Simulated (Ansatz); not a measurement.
# Si3N4: the cost of one run

Program: Ansatz 0.2.0. Level of theory: DFT PBE, scalar-relativistic, plane waves, PAW. These are calculated values, not measurements.

## 1. The starting structure

Symmetry: I-43d, No. 220, cubic system. Conventional cell: a = 6.490 Å, b = 6.490 Å, c = 6.490 Å, α = 90.00°, β = 90.00°, γ = 90.00°. Si (site symmetry -4) has 4 N at 1.76 Å as nearest neighbours. N (site symmetry 3) has 3 Si at 1.76 Å as nearest neighbours.

Structure file:

```
Si N
1.0
    -3.24520    3.24520    3.24520
     3.24520   -3.24520    3.24520
     3.24520    3.24520   -3.24520
Si N
6 8
Cartesian
  2.4339 3.2452 -1.6226
  -1.6226 2.4339 3.2452
  0.8113 3.2452 1.6226
  1.6226 0.8113 3.2452
  3.2452 -1.6226 2.4339
  3.2452 1.6226 0.8113
  1.8261 1.8261 1.8261
  0.2035 -0.2035 3.0417
  1.4191 4.6643 -1.4191
  3.0417 0.2035 -0.2035
  -1.4191 1.4191 4.6643
  0.2035 0.2035 0.2035
  4.6643 -1.4191 1.4191
  -0.2035 3.0417 0.2035
```

It is the result of an earlier relaxation at this level (volume 9.76 Å³/atom; gap on the mesh: 4.04 eV).

## 2. Back to the database's cell

Contents of input.yaml:

```yaml
crystal:
  lattice:
    - [-3.23735, 3.23735, 3.23735]
    - [3.23735, -3.23735, 3.23735]
    - [3.23735, 3.23735, -3.23735]
  atoms:
    - { symbol: Si, position: [0.25, 0.125, 0.875] }
    - { symbol: Si, position: [0.875, 0.25, 0.125] }
    - { symbol: Si, position: [0.75, 0.375, 0.625] }
    - { symbol: Si, position: [0.625, 0.75, 0.375] }
    - { symbol: Si, position: [0.125, 0.875, 0.25] }
    - { symbol: Si, position: [0.375, 0.625, 0.75] }
    - { symbol: "N", position: [0.5628, 0.5628, 0.5628] }
    - { symbol: "N", position: [0.4372, 0.5, 0.0] }
    - { symbol: "N", position: [0.5, 0.0, 0.9372] }
    - { symbol: "N", position: [0.0, 0.4372, 0.5] }
    - { symbol: "N", position: [0.9372, 0.5, 0.0] }
    - { symbol: "N", position: [0.0628, 0.0628, 0.0628] }
    - { symbol: "N", position: [0.0, 0.9372, 0.5] }
    - { symbol: "N", position: [0.5, 0.0, 0.4372] }
basis:
  ecutwfc: 420
kpoints:
  mp_grid: { grid: [6, 6, 6] }
hamiltonian:
  xc: pbe
scf:
  occupations: { method: gaussian, width: 0.02 }
output:
  forces: true
  stress: true
  eigenvalues: true
  populations: true
```

Started as:

```sh
$ ansatz run input.yaml --threads 4 --pin off --max-ram 10240MiB --backend cpu --events-out ev --progress --plain --runs-dir out
```

What time and memory should one allow on 4 threads of Intel Xeon at 2.70GHz, shared host?

About 4.1 s, with a peak of 0.49 GiB.
